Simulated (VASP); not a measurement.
Input of a VASP 6.6.1 run:

POSCAR

```
TaN
1.0
    5.1960001500      0.0000000000      0.0000000000
   -2.5980000800      4.4998681300      0.0000000000
    0.0000000000      0.0000000000      2.9109996000
Ta N
3 3
Direct
    0.3333333333      0.6666666667      0.5000000000
    0.6666666667      0.3333333333      0.5000000000
    0.0000000000      0.0000000000      0.0000000000
    0.3928500000      0.0000000000      0.0000000000
    0.6071500000      0.6071500000      0.0000000000
    0.0000000000      0.3928500000      0.0000000000
```

The input INCAR.step1:

```
PREC = Accurate ; ENCUT = 450
EDIFF = 1E-5 ; ISMEAR = 0
SIGMA = 0.05 ; LREAL = F
LASPH = T ; NELM = 100
ALGO = Normal ; ISIF = 2
LWAVE = T ; LCHARG = F
ISPIN = 2 ; MAGMOM = 0.5 -0.5 0.5 0 0 0
LORBIT = 11 ; LMAXMIX = 4
NBANDS = 37 ; GGA = PE
```

INCAR.step2

```
PREC = Accurate ; ENCUT = 450
EDIFF = 1E-6 ; ISMEAR = 0
SIGMA = 0.05 ; LREAL = F
LASPH = T ; NELM = 100
ALGO = Normal ; ISIF = 2
LWAVE = F ; LCHARG = F
ISPIN = 2 ; MAGMOM = 0.5 -0.5 0.5 0 0 0
LORBIT = 11 ; LMAXMIX = 4
GGA = PE ; LHFCALC = T
HFSCREEN = 0.2 ; PRECFOCK = Fast
NBANDS = 37 ; ISTART = 1
```

KPOINTS

```
Automatic mesh
0
Gamma
  3 3 4
```

Potentials or basis: VASP PAW PBE potentials, release 64 (Ta_pv, N).

Command:

```bash
$ cat potpaw_PBE.64/Ta_pv/POTCAR potpaw_PBE.64/N/POTCAR > POTCAR
$ cp INCAR.step1 INCAR
$ mpirun -np 1 vasp_std > vasp.out
$ cp INCAR.step2 INCAR
$ mpirun -np 1 vasp_std > vasp.out
```

Question: What does it give for the largest force?

Answer: 0.038 eV/Å.

Question: Estimate the band gap on the k mesh.

Answer: None (metal or under the smearing width).

Question: Estimate the net moment.

Answer: 0.00 μB per cell.

Forces in eV/Å, atoms in the order of the input:
```
Ta   0.000  0.000  0.000
Ta   0.000  0.000  0.000
Ta   0.000  0.000  0.000
N    0.038  0.000  0.000
N   -0.019 -0.033  0.000
N   -0.019  0.033  0.000
```

Caveat: the k mesh is coarse (spacing up to 0.54 Å⁻¹), so the values aren't converged, least of all with exact exchange; the PAW data sets were made with another functional, which shifts forces and pressure a little. Spin-orbit coupling is left out, which matters for the levels of Ta.
